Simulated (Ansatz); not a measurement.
## Calculated with Ansatz: H, relaxation

input.yaml:

```yaml
crystal:
  lattice:
    - [0.0, 1.51426, 1.51426]
    - [1.51426, 0.0, 1.51426]
    - [1.51426, 1.51426, 0.0]
  atoms:
    - { symbol: H, position: [0.0, 0.0, 0.0] }
  symmetry: { tolerance: 0.0003 }
kpoints:
  mp_grid: { grid: [10, 10, 10], shift: [0, 0, 0] }
magnetization:
  spin_polarized: false
scf:
  occupations: { method: fermi_dirac }
hamiltonian:
  pseudopotentials: { kind: paw }
  xc: pbe
basis:
  ecutwfc: 420
output:
  forces: true
  stress: true
  eigenvalues: true
relax:
  max_steps: 40
  cell: {}
accuracy: medium
```

Launch command:

```bash
ansatz run input.yaml --threads 1 --pin off --max-ram 2560MiB --backend cpu --events-out ev --progress --plain --runs-dir out
```

Origin of the cell: a known structure type with other elements, at an estimated volume, so it need not be a known compound.

The smearing width isn't typed, so it takes its default of 0.1 eV.

Output (shortened):

```
SCF iter   1: F=—  HF=-14.135756 eV  Δρ=1.91e-3  dr2=1.47e-4
SCF iter   2: F=—  HF=-14.136792 eV  Δρ=8.66e-4  dr2=2.96e-5
SCF iter   3: F=—  HF=-14.137089 eV  Δρ=1.03e-4  dr2=4.14e-7
SCF iter   4: F=-14.137089 eV  HF=-14.137089 eV  Δρ=2.34e-5  dr2=2.10e-8
SCF iter   5: F=-14.137089 eV  HF=-14.137089 eV  Δρ=3.45e-7  dr2=1.79e-12
SCF iter   6: F=-14.137089 eV  HF=-14.137089 eV  Δρ=5.93e-8  dr2=7.47e-14
relax step   1: F+E_penalty+E_count = -14.137089 eV  Δ(F+E_penalty+E_count) = +0.000e0 eV  max|allowed force component| = 0.000e0 eV/Å  Δτ_max = 0.0000 Å  P = -21.717 GPa  Ω = 6.944 Å³  (6 SCF iters, accepted)
relax step   2: F+E_penalty+E_count = -14.274134 eV  Δ(F+E_penalty+E_count) = -1.370e-1 eV  max|allowed force component| = 0.000e0 eV/Å  Δτ_max = 0.0000 Å  P = -23.163 GPa  Ω = 5.977 Å³  ener […]
relax step   3: F+E_penalty+E_count = -14.403150 eV  Δ(F+E_penalty+E_count) = -1.290e-1 eV  max|allowed force component| = 0.000e0 eV/Å  Δτ_max = 0.0000 Å  P = -23.443 GPa  Ω = 5.105 Å³  ener […]
relax step   4: F+E_penalty+E_count = -14.515545 eV  Δ(F+E_penalty+E_count) = -1.124e-1 eV  max|allowed force component| = 0.000e0 eV/Å  Δτ_max = 0.0000 Å  P = -21.401 GPa  Ω = 4.321 Å³  ener […]
relax step   5: F+E_penalty+E_count = -14.600316 eV  Δ(F+E_penalty+E_count) = -8.477e-2 eV  max|allowed force component| = 0.000e0 eV/Å  Δτ_max = 0.0000 Å  P = -14.745 GPa  Ω = 3.606 Å³  ener […]
relax step   6: F+E_penalty+E_count = -14.634239 eV  Δ(F+E_penalty+E_count) = -3.392e-2 eV  max|allowed force component| = 0.000e0 eV/Å  Δτ_max = 0.0000 Å  P = -0.339 GPa  Ω = 2.997 Å³  energ […]
relax step   7: F+E_penalty+E_count = -14.634272 eV  Δ(F+E_penalty+E_count) = -3.324e-5 eV  max|allowed force component| = 0.000e0 eV/Å  Δτ_max = 0.0000 Å  P = +0.002 GPa  Ω = 2.987 Å³  energ […]
relax step   8: F+E_penalty+E_count = -14.632171 eV  Δ(F+E_penalty+E_count) = +2.101e-3 eV  max|allowed force component| = 0.000e0 eV/Å  Δτ_max = 0.0000 Å  P = -0.053 GPa  Ω = 2.987 Å³  stress off target by 5.26e-2 GPa […]
relax step   9: F+E_penalty+E_count = -14.632178 eV  Δ(F+E_penalty+E_count) = -6.848e-6 eV  max|allowed force component| = 0.000e0 eV/Å  Δτ_max = 0.0000 Å  P = -0.000 GPa  Ω = 2.986 Å³  energ […]
relax step  10: F+E_penalty+E_count = -14.632131 eV  Δ(F+E_penalty+E_count) = +4.694e-5 eV  max|allowed force component| = 0.000e0 eV/Å  Δτ_max = 0.0000 Å  P = +0.001 GPa  Ω = 2.986 Å³  stress off target by 1.39e-3 GPa […]
SCF 10 converged in 3 iterations: F = -14.632131 eV  dr2 = 8.85e-14
basis re-selected at this cell: Δ(F+E_penalty+E_count) = +4.694e-5 eV, ΔP = +0.002 GPa vs the last step (what re-selecting the basis moved, of the pressure what is left beyond the Pulay corre […]
SCF converged after 3 iterations
Free energy (F): -14.632131 eV
Harris-Foulkes:  -14.632131 eV  (|F-HF|=4.85e-13)
Internal energy: -14.624956 eV  (E = F + TS)
E sigma→0 (E₀):  -14.628544 eV
Entropy (-TS):   -0.007175 eV (-7.175 meV/atom)
Fermi energy:    3.275793 eV
--- Per-component energies (eV) ---
  E_band       = -2.653087
  E_kinetic    = 12.507775
  E_local      = -5.049266  (includes V_loc(G=0)·N_el)
  E_nonlocal   = 1.169686
  E_hartree    = 0.249351
  E_xc         = -8.712087
  E_vxc        = -11.348247  (∫ρ·V_xc dr)
  E_paw        = -0.347738  (= ΣΔE_a)
  E_vpaw       = -0.430807  (= ΣTr[D̂ρ^β])
  E_aug_tail   = -0.000931  (compensation charges beyond the density's cutoff)
  E_ewald      = -14.441747
  E_smearing   = -0.007175  (= −TS)
  Σ components = -14.632131   (vs F -14.632131, Δ=0.00e0)
--- Forces (eV/Å), atoms counted from 1 ---
  atom   1  H      0.000000     0.000000     0.000000
  max |Σ_I F_I| component: 0.0 eV/Å
--- Stress (GPa, compression-positive) ---
        0.001392       0.000000       0.000000
        0.000000       0.001392       0.000000
        0.000000       0.000000       0.001392
  P = ⅓ Tr σ = 0.0014 GPa (0.014 kbar)
--- Relaxed structure (8 steps of the walk, 8 accepted, 2 SCFs on fresh bases) ---
  F+E_penalty+E_count = -14.632131 eV   max|allowed force component| = 0.000e0 eV/Å   (the final SCF, on the basis selected at the relaxed cell)
  cell:  # Å, volume = 2.9856 Å³
    - [0.0, 1.142874, 1.142874]
    - [1.142874, 0.0, 1.142874]
    - [1.142874, 1.142874, 0.0]
  atoms:
    - { symbol: H, position: [0.0, 0.0, 0.0] }
```

Caveats: no moments, though an odd count or open d shells may carry them; the k mesh is coarse if the cell is a metal; the relaxation held the start's symmetry, so the end may be a saddle point.

Time: 1.8 s on 1 thread of Arm Neoverse V2, on a shared host, peak memory 0.24 GiB, from the program's own first density.
